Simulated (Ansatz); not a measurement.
**NaCl under strains and displacements**

Theory: DFT PBE, scalar-relativistic, plane waves, PAW in Ansatz 0.2.0.

Settings: cutoff 420 eV, Γ-centred mesh 8×8×8 on the computed 2-atom cell, Gaussian smearing of 0.02 eV; no spin polarisation.

Reference cell:

```yaml
crystal:
  lattice:
    - [0.00000, 2.83175, 2.83175]
    - [2.83175, 0.00000, 2.83175]
    - [2.83175, 2.83175, 0.00000]
  atoms:
    - { symbol: Na, position: [0.00000, 0.00000, 0.00000] }
    - { symbol: Cl, position: [0.50000, 0.50000, 0.50000] }
```

Each variant moves atoms of this cell by the vectors given, if any (Å), and then applies a symmetric strain (tensor components, Cartesian axes). The reference cell isn't relaxed at this level. Energies are per atom at zero smearing, counted from the lowest variant. Pressure is positive in compression.

1. strain (xx yy zz yz xz xy, %) 3.37 3.37 3.37 0.00 0.00 0.00
2. strain (xx yy zz yz xz xy, %) 0.46 0.46 0.46 0.00 0.00 0.00
3. strain (xx yy zz yz xz xy, %) -3.56 -4.51 -2.04 0.78 1.06 -2.00; moves: Na1 (0.010, -0.009, 0.058); Cl2 (-0.010, 0.009, -0.058)
4. no strain; moves: Na1 (0.000, 0.150, 0.000)
5. strain (xx yy zz yz xz xy, %) 3.78 2.68 6.23 -0.11 0.78 -0.57; moves: Na1 (-0.234, 0.047, 0.075); Cl2 (0.234, -0.047, -0.075)
6. strain (xx yy zz yz xz xy, %) 0.89 0.89 0.89 0.00 0.00 0.00
7. strain (xx yy zz yz xz xy, %) 2.98 1.47 2.40 -1.00 0.00 0.00; moves: Na1 (0.000, 0.060, -0.004); Cl2 (0.000, -0.060, 0.004)
8. strain (xx yy zz yz xz xy, %) 2.74 2.74 2.74 0.00 0.00 0.00
9. strain (xx yy zz yz xz xy, %) -2.48 1.01 3.03 0.88 2.64 1.41; moves: Na1 (-0.057, 0.073, 0.036); Cl2 (0.057, -0.073, -0.036)

| result | ΔE (meV/atom) | P (GPa) | largest force (eV/Å) | gap on mesh (eV) |
| --- | --- | --- | --- | --- |
| A | 6.6 | -1.30 | 0.00 | 4.77 |
| B | 8.1 | 0.66 | 0.21 | 5.06 |
| C | 10.7 | -1.61 | 0.00 | 4.71 |
| D | 0.0 | 0.08 | 0.00 | 5.01 |
| E | 0.1 | -0.22 | 0.00 | 4.96 |
| F | 87.6 | 0.17 | 0.80 | 4.65 |
| G | 19.7 | 0.58 | 0.26 | 4.89 |
| H | 8.7 | -0.92 | 0.13 | 4.79 |
| I | 37.1 | 3.99 | 0.21 | 5.36 |

(1) Which variant gave which result?

## Answers

(1) A is 8, B is 4, C is 1, D is 2, E is 6, F is 5, G is 9, H is 7, I is 3.